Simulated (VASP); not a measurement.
**Sn under changes of volume**

One of the cells (27.901 Å³/atom); the others are scaled copies at fixed shape and fractional positions:

```xyz
1
Lattice="-2.0426 2.0426 1.6718 2.0426 -2.0426 1.6718 2.0426 2.0426 -1.6718" Properties=species:S:1:pos:R:3 pbc="T T T"
Sn    0.0000    0.0000    0.0000
```

This isn't the form of Sn at room conditions, which is tetragonal (white tin).

- Program: VASP 6.6.1
- Functional: PBE
- Potentials or basis: VASP PAW PBE potentials, release 64 (Sn_d)
- Cutoff: 520 eV
- k mesh: 10 × 10 × 10
- Occupations: fermi-dirac, width 0.05 eV
- Spin: no spin polarisation

```csv
volume (Å³/atom),energy over the lowest point (meV/atom),pressure (GPa)
25.712,?,?
26.259,14.28,3.1
26.806,5.84,1.9
27.901,0.00,-0.1
28.448,1.78,-1.0
28.995,6.27,-1.7
```

Task: What does the run at 25.712 Å³/atom give?

Result: Energy over the lowest point 27.14 meV/atom; pressure 4.4 GPa.

Worked out: A Birch-Murnaghan fit of order 3 (a polynomial in V^(-2/3)) to the other rows has its minimum at 27.84 Å³/atom with B0 = V·E''(V) = 46 GPa and B' = 4.9 at fixed shape and positions, which overstates the stiffness. It gives 27.00 meV/atom at 25.712 Å³/atom, against the run's 27.14, and -dE/dV = 4.4 GPa, against 4.4.

Energies are extrapolated to zero smearing.
